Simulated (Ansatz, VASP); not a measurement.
## Si: VASP beside Ansatz

The input INCAR:

```
PREC = Accurate
ENCUT = 520
EDIFF = 1E-6
ISMEAR = 0
SIGMA = 0.05
LREAL = False
LASPH = True
NELM = 80
ALGO = Normal
ISIF = 2
LWAVE = False
LCHARG = False
GGA = CA
NBANDS = 11
```

KPOINTS

```
regular mesh
0
Gamma
  12 12 12
```

File POSCAR:

```
Si
1.0
    0.0000000000      2.7747718247      2.3130497931
    2.7747718247      0.0000000000      2.3130497931
    2.7747718247      2.7747718247      0.0000000000
Si
2
Direct
    0.5000000000      0.5000000000      0.5000000000
    0.7500000000      0.7500000000      0.7500000000
```

Input for Ansatz:

```yaml
crystal:
  lattice:
    - [0.0, 2.7747718247, 2.3130497931]
    - [2.7747718247, 0.0, 2.3130497931]
    - [2.7747718247, 2.7747718247, 0.0]
  atoms:
    - { symbol: Si, position: [0.5, 0.5, 0.5] }
    - { symbol: Si, position: [0.75, 0.75, 0.75] }
basis:
  ecutwfc: 420
kpoints:
  mp_grid: { grid: [12, 12, 12] }
hamiltonian:
  xc: lda
  pseudopotentials: { kind: paw, azcp: { folder: soft_1 } }
scf:
  occupations: { method: gaussian, width: 0.05 }
output:
  forces: true
  stress: true
  eigenvalues: true
```

Alike in both runs: task single point; functional LDA; k mesh 12 × 12 × 12; occupations gaussian, width 0.05 eV; no spin polarisation.

```csv
,VASP,Ansatz
version,VASP 6.6.1,Ansatz 0.2.0
potentials or method,"VASP PAW LDA potentials, release 64 (Si)","scalar-relativistic, plane waves, PAW"
plane-wave cutoff (eV),520,420
valence electrons in the cell,8,8
```

|  | VASP | Ansatz | Ansatz less VASP |
| --- | --- | --- | --- |
| gap on the k mesh at the Fermi level (eV) | none | none | - |
| pressure (GPa) | 9.8 | 9.7 | -0.08 |
| largest component of the traceless stress (GPa) | 5.76 | 5.78 | +0.013 |

A gap of «none» marks a metal or a gap that the smearing closes. Ansatz warned: «pseudo_functional_mismatch».
